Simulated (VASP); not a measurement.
# ZnCu (Pm-3m) in VASP: a series of runs

The runs below take ZnCu through elastic constants, band structure, with AM05+D4, PBEsol+D4.

All numbers are computed with VASP 6.6.1; they aren't measurements. Logs are shortened: lines on timing, memory, paths and dates and some standing lists are left out, and cuts for length are marked.

## Step 1: The structure

The structure is cubic, space group Pm-3m (No. 221). Conventional cell: a = 2.945 Å, b = 2.945 Å, c = 2.945 Å, α = 90.00°, β = 90.00°, γ = 90.00°. Zn (site symmetry m-3m) has 8 Cu at 2.55 Å as nearest neighbours. Cu (site symmetry m-3m) is surrounded by 8 Zn at 2.55 Å.

## Step 2: Elastic constants, AM05+D4

Contents of POSCAR:

```
ZnCu
1.0
    2.9450000000      0.0000000000      0.0000000000
    0.0000000000      2.9450000000      0.0000000000
    0.0000000000      0.0000000000      2.9450000000
Zn Cu
1 1
Direct
    0.5000000000      0.5000000000      0.5000000000
    0.0000000000      0.0000000000      0.0000000000
```

Contents of INCAR.step1:

```
PREC = Accurate ; ENCUT = 600
EDIFF = 1E-8 ; ISMEAR = 1
SIGMA = 0.2 ; LREAL = F
LASPH = T ; NELM = 60
ALGO = Normal ; ISIF = 3
LWAVE = F ; LCHARG = F
GGA = AM ; IVDW = 13
IBRION = 2 ; NSW = 40
EDIFFG = -0.002
```

Contents of INCAR.step2:

```
PREC = Accurate ; ENCUT = 600
EDIFF = 1E-8 ; ISMEAR = 1
SIGMA = 0.2 ; LREAL = F
LASPH = T ; NELM = 60
ALGO = Normal ; ISIF = 3
LWAVE = F ; LCHARG = F
GGA = AM ; IVDW = 13
IBRION = 6 ; NFREE = 2
POTIM = 0.015 ; NSW = 1
```

Contents of KPOINTS:

```
Automatic mesh
0
Gamma
  7 7 7
```

Potentials or basis: VASP PAW PBE potentials, release 64 (Zn, Cu).

Run with:

```sh
cat potpaw_PBE.64/Zn/POTCAR potpaw_PBE.64/Cu/POTCAR > POTCAR
cp INCAR.step1 INCAR
mpirun -np 1 vasp_std > vasp.out
cp CONTCAR POSCAR
cp INCAR.step2 INCAR
mpirun -np 1 vasp_std > vasp.out
```

OUTCAR:

```text
PREC = Accurate
   ENCUT = 600
   EDIFF = 1E-8
   ISMEAR = 1
   LREAL = F
   LASPH = T
   NELM = 60
   ISIF = 3
   GGA = AM
   IVDW = 13
   IBRION = 6
   NFREE = 2
   POTIM = 0.015
   NSW = 1

 ion  position               nearest neighbor table
   1  0.500  0.500  0.500-   2 2.50   2 2.50   2 2.50   2 2.50   2 2.50   2 2.50   2 2.50   2 2.50

   2  0.000  0.000  0.000-   1 2.50   1 2.50   1 2.50   1 2.50   1 2.50   1 2.50   1 2.50   1 2.50

  LATTYP: Found a simple cubic cell.
 ALAT       =     2.8881899230

  Lattice vectors:

 A1 = (   2.8881899230,   0.0000000000,   0.0000000000)
 A2 = (   0.0000000000,   2.8881899230,   0.0000000000)
 A3 = (   0.0000000000,   0.0000000000,   2.8881899230)

Analysis of symmetry for initial positions (statically):
=====================================================================
 Subroutine PRICEL returns:
 Original cell was already a primitive cell.

 Routine SETGRP: Setting up the symmetry group for a
 simple cubic supercell.

 Subroutine GETGRP returns: Found 48 space group operations
 (whereof 48 operations were pure point group operations)
 out of a pool of 48 trial point group operations.

The static configuration has the point symmetry O_h .

Analysis of symmetry for dynamics (positions and initial velocities):
=====================================================================
 Subroutine PRICEL returns:
 Original cell was already a primitive cell.

 Routine SETGRP: Setting up the symmetry group for a
 simple cubic supercell.

 Subroutine GETGRP returns: Found 48 space group operations
 (whereof 48 operations were pure point group operations)
 out of a pool of 48 trial point group operations.

The dynamic configuration has the point symmetry O_h .

 Subroutine INISYM returns: Found 48 space group operations
 (whereof 48 operations are pure point group operations),
 and found     1 'primitive' translations

----------------------------------------------------------------------------------------

                                     Primitive cell

  volume of cell :      24.0922

  direct lattice vectors                    reciprocal lattice vectors
     2.888189923  0.000000000  0.000000000     0.346237618  0.000000000  0.000000000
     0.000000000  2.888189923  0.000000000     0.000000000  0.346237618  0.000000000
     0.000000000  0.000000000  2.888189923     0.000000000  0.000000000  0.346237618

  length of vectors
     2.888189923  2.888189923  2.888189923     0.346237618  0.346237618  0.346237618

  position of ions in fractional coordinates (direct lattice)
     0.500000000  0.500000000  0.500000000
     0.000000000  0.000000000  0.000000000

  ion indices of the primitive-cell ions
   primitive index   ion index
                 1           1
                 2           2

----------------------------------------------------------------------------------------

 KPOINTS: Automatic mesh

Automatic generation of k-mesh.
 Grid dimensions read from file:
 generate k-points for:    7    7    7

 Generating k-lattice:

  Cartesian coordinates                     Fractional coordinates (reciprocal lattice)
     0.049462517  0.000000000  0.000000000     0.142857143  0.000000000  0.000000000
     0.000000000  0.049462517  0.000000000     0.000000000  0.142857143  0.000000000
     0.000000000  0.000000000  0.049462517     0.000000000  0.000000000  0.142857143

  Length of vectors
     0.049462517  0.049462517  0.049462517

  Shift w.r.t. Gamma in fractional coordinates (k-lattice)
     0.000000000  0.000000000  0.000000000

 Subroutine IBZKPT returns following result:
 ===========================================

 Found     20 irreducible k-points:

 Following reciprocal coordinates:
            Coordinates               Weight
  0.000000  0.000000  0.000000      1.000000
  0.142857  0.000000  0.000000      6.000000
  0.285714  0.000000  0.000000      6.000000
  0.428571  0.000000  0.000000      6.000000
  0.142857  0.142857  0.000000     12.000000
  0.285714  0.142857  0.000000     24.000000
[... 12 lines left out ...]
  0.428571  0.428571  0.285714     24.000000
  0.428571  0.428571  0.428571      8.000000
   k-points           NKPTS =     20   k-points in BZ     NKDIM =     20   number of bands    NBANDS=     15
   number of dos      NEDOS =    301   number of ions     NIONS =      2
   total plane-waves  NPLWV =  13824
   dimension x,y,z NGX =    24 NGY =   24 NGZ =   24
   dimension x,y,z NGXF=    48 NGYF=   48 NGZF=   48
   ions per type =               1   1
   NGX,Y,Z   is equivalent  to a cutoff of  13.81, 13.81, 13.81 a.u.
[... 21 lines left out ...]
   PSTRESS=    0.0 pullay stress
   NELECT =      23.0000    total number of electrons
   NUPDOWN=      -1.0000    fix difference up-down
   EMIN   =  10.00;   EMAX   =-10.00  energy-range for DOS
   EFERMI =   0.00;   METHOD = LEGACY
   ISMEAR =     1;   SIGMA  =   0.20  broadening in eV -4-tet -1-fermi 0-gaus
   EFERMI_NEDOS =   21; number of points for ismear=-14 and -15
   IALGO  =     38    algorithm
   IMIX   =      4    mixing-type and parameters
     AMIX     =   0.40;   BMIX     =  1.00
     AMIX_MAG =   1.60;   BMIX_MAG =  1.00
  volume/ion in A,a.u.               =      12.05        81.29
  Fermi-wavevector in a.u.,A,eV,Ry     =   1.611975  3.046191 35.354251  2.598464
  Thomas-Fermi vector in A             =   2.707279
   LORBIT       =      0    0 simple, 1 ext, 2 COOP (PROOUT), +10 PAW based schemes
   GGA     = AM    functional components
   LHFCALC =     F    Hartree Fock is set to
   AEXX    =    0.0000 exact exchange contribution
   IVDW    =    13    specifies the selected vdW correction
   LEPSILON=     F    determine dielectric tensor
   LRPA    =     F    only Hartree local field effects (RPA)
 finite differences with symmetry
 non-spin polarized calculation
 Methfessel and Paxton  Order N= 1 SIGMA  =   0.20
  energy-cutoff  :      600.00
  volume of cell :       24.09
 maximum number of plane-waves:       812
 NGX is ok and might be reduce to    24
   NGX = 11   NGY = 11   NGZ = 11

--------------------------------------- Ionic step        1  -------------------------------------------

 number of electron      22.9999981 magnetization

 Free energy of the ion-electron system (eV)
  ---------------------------------------------------
  ext. energy  EPLUGINS =         0.00000000
  ---------------------------------------------------
  free energy    TOTEN  =        -5.66380814 eV

  energy without entropy =       -5.65975658  energy(sigma->0) =       -5.66245762

------------------------ aborting loop because EDIFF is reached ----------------------------------------

  DFT-D4 for vdW energy calculation

  Edisp (eV):   -0.54799
[... 105 lines left out ...]
  FREE ENERGIE OF THE ION-ELECTRON SYSTEM (eV)
  ---------------------------------------------------
  free  energy   TOTEN  =        -6.2095107337 eV

  energy  without entropy=       -6.2070093431  energy(sigma->0) =       -6.20867694

[... ionic steps 4 to 14 ...]

--------------------------------------- Ionic step       15  -------------------------------------------

 number of electron      22.9999983 magnetization

------------------------ aborting loop because EDIFF is reached ----------------------------------------
[... 75 lines left out ...]
--------------------------------------- Ionic step       17  -------------------------------------------

 number of electron      22.9999980 magnetization

 Free energy of the ion-electron system (eV)
  ---------------------------------------------------
  ext. energy  EPLUGINS =         0.00000000
  ---------------------------------------------------
  free energy    TOTEN  =        -5.66315051 eV

  energy without entropy =       -5.65909922  energy(sigma->0) =       -5.66180008

 E-fermi :   6.1391     XC(G=0): -12.8852

 val. band max:        6.1064009494   @ k =   0.4286   0.2857   0.2857
 cond. band min:       6.1619457914   @ k =   0.0000   0.2857   0.0000
 fundamental gap:      0.0555448421
 Fermi energy:         6.1390738948

 k-point     1 :       0.0000    0.0000    0.0000
  band No.  band energies     occupation
      1      -4.8698      2.00000
      2      -2.0878      2.00000
      3      -2.0875      2.00000
      4      -1.2832      2.00000
      5      -1.2830      2.00000
      6      -1.2830      2.00000
      7       2.2106      2.00000
      8       2.2110      2.00000
      9       3.1259      2.00000
     10       3.1259      2.00000
     11       3.1260      2.00000
     12      12.3840      0.00000
     13      12.3840      0.00000
     14      12.3854      0.00000
[... 401 lines left out ...]
      2      -1.9799      2.00000
      3      -1.9286      2.00000
      4      -1.3521      2.00000
      5      -1.3379      2.00000
      6      -1.2755      2.00000
      7       2.1959      2.00000
      8       2.2592      2.00000
      9       2.8573      2.00000
     10       2.9130      2.00000
     11       3.0918      2.00000
     12       9.9085     -0.00000
     13      10.5201      0.00000
     14      13.5232      0.00000
     15      18.3009      0.00000

 [... further k-points ...]

------------------------ aborting loop because EDIFF is reached ----------------------------------------

  DFT-D4 for vdW energy calculation

  Edisp (eV):   -0.54799
[... 25 lines left out ...]
  FREE ENERGIE OF THE ION-ELECTRON SYSTEM (eV)
  ---------------------------------------------------
  free  energy   TOTEN  =        -6.2111384853 eV

  energy  without entropy=       -6.2070871944  energy(sigma->0) =       -6.20978806

 INTERNAL STRAIN TENSORS FROM STRAINED CELLS
 ============================================

 INTERNAL STRAIN TENSOR FOR ION    1 for displacements in x,y,z  (eV/Angst):
          X           Y           Z          XY          YZ          ZX
  --------------------------------------------------------------------------------
  x     0.00000     0.00000     0.00000     0.00000     0.00000     0.00000
  y     0.00000     0.00000     0.00000     0.00000     0.00000     0.00000
  z     0.00000     0.00000     0.00000     0.00000    -0.00000     0.00000

 INTERNAL STRAIN TENSORS FROM DISPLACED ATOMS
 ============================================

 INTERNAL STRAIN TENSOR FOR ION    1 for displacements in x,y,z  (eV/Angst):
          X           Y           Z          XY          YZ          ZX
  --------------------------------------------------------------------------------
  x     0.00000     0.00000     0.00000     0.00000     0.00000     0.00000
  y     0.00000     0.00000     0.00000     0.00000     0.00000     0.00000
  z     0.00000     0.00000     0.00000     0.00000     0.00000     0.00000

 INTERNAL STRAIN TENSOR FOR ION    2 for displacements in x,y,z  (eV/Angst):
          X           Y           Z          XY          YZ          ZX
  --------------------------------------------------------------------------------
  x     0.00000     0.00000     0.00000     0.00000     0.00000     0.00000
  y     0.00000     0.00000     0.00000     0.00000     0.00000     0.00000
  z     0.00000     0.00000     0.00000     0.00000     0.00000     0.00000

 Eigenvectors and eigenvalues of the dynamical matrix
 ----------------------------------------------------

   1 f  =    6.646148 THz    41.758979 2PiTHz  221.691634 cm-1    27.486247 meV
             X         Y         Z           dx          dy          dz
      1.444095  1.444095  1.444095    -0.092965   -0.033191    0.694888
      0.000000  0.000000  0.000000     0.094348    0.033685   -0.705231
[... 21 lines left out ...]
   6 f/i=    0.001571 THz     0.009869 2PiTHz    0.052393 cm-1     0.006496 meV
             X         Y         Z           dx          dy          dz
      1.444095  1.444095  1.444095    -0.296422   -0.339352   -0.551690
      0.000000  0.000000  0.000000    -0.292075   -0.334375   -0.543598

--------------------------------------------------------------------------------------------------------

 ELASTIC MODULI CONTR FROM IONIC RELAXATION (kBar)
 Direction    XX          YY          ZZ          XY          YZ          ZX
 --------------------------------------------------------------------------------
 XX           0.0000      0.0000      0.0000      0.0000      0.0000      0.0000
 YY           0.0000      0.0000      0.0000      0.0000      0.0000      0.0000
 ZZ           0.0000      0.0000      0.0000      0.0000      0.0000      0.0000
 XY           0.0000      0.0000      0.0000      0.0000      0.0000      0.0000
 YZ           0.0000      0.0000      0.0000      0.0000      0.0000      0.0000
 ZX           0.0000      0.0000      0.0000      0.0000      0.0000      0.0000
 --------------------------------------------------------------------------------

 TOTAL ELASTIC MODULI (kBar)
 Direction    XX          YY          ZZ          XY          YZ          ZX
 --------------------------------------------------------------------------------
 XX        1365.7480   1501.3056   1501.3056      0.0000      0.0000     -0.0000
 YY        1501.3056   1365.7480   1501.3056      0.0000      0.0000     -0.0000
 ZZ        1501.3056   1501.3056   1365.7480      0.0000      0.0000     -0.0000
 XY           0.0000      0.0000      0.0000    842.0157      0.0000      0.0000
 YZ           0.0000      0.0000      0.0000      0.0000    842.0157      0.0000
 ZX          -0.0000     -0.0000     -0.0000      0.0000      0.0000    842.0157
 --------------------------------------------------------------------------------
```

Run time: 4.3 min. Hardware: 1 thread of Intel Xeon Platinum 8488C (Sapphire Rapids), shared host; peak memory 0.2 GiB.

What came out:

| Quantity | Value |
| --- | --- |
| Relaxed volume | 12.05 Å³/atom |
| Relaxed cell | a = 2.888 Å, b = 2.888 Å, c = 2.888 Å, α = 90.00°, β = 90.00°, γ = 90.00° |
| Space group after relaxing (to 0.05 Å) | Pm-3m (No. 221) |
| Elastic constants C11, C12, C44 | 137, 150, 84 GPa |
| Voigt bulk modulus | 146 GPa |
| Highest phonon frequency at Γ, LO-TO splitting left out | 222 cm⁻¹ |
| Dispersion energy per atom | -0.274 eV |

The path:
```csv
step,energy change (eV),largest force (eV/Å),pressure (GPa),volume (Å³)
1,0.0000,0.0000,-7.35,25.54
2,-0.0267,0.0000,4.32,23.44
3,-0.0353,0.0000,0.01,24.09
```

Final structure:
```yaml
crystal:
  lattice:
    - [2.88819, 0.00000, 0.00000]
    - [0.00000, 2.88819, 0.00000]
    - [0.00000, 0.00000, 2.88819]
  atoms:
    - { symbol: Zn, position: [0.50000, 0.50000, 0.50000] }
    - { symbol: Cu, position: [0.00000, 0.00000, 0.00000] }
```

Phonon frequencies in cm⁻¹ (negative: imaginary):
```
              q point        frequencies
(0.000, 0.000, 0.000)  0 0 0 222 222 222
```

Elastic tensor in Voigt notation (GPa, in the Cartesian axes of the cell as first typed):
```
137 150 150   0   0   0
150 137 150   0   0   0
150 150 137   0   0   0
  0   0   0  84   0   0
  0   0   0   0  84   0
  0   0   0   0   0  84
```

Clamped-ion elastic tensor (GPa):
```
137 150 150   0   0   0
150 137 150   0   0   0
150 150 137   0   0   0
  0   0   0  84   0   0
  0   0   0   0  84   0
  0   0   0   0   0  84
```

Caveat: the elastic tensor has a negative eigenvalue, so either the cell is unstable as it stands or the mesh is too thin; the PAW data sets were made with another functional, which shifts forces and pressure a little.

(Continued in part 2 of 2.)
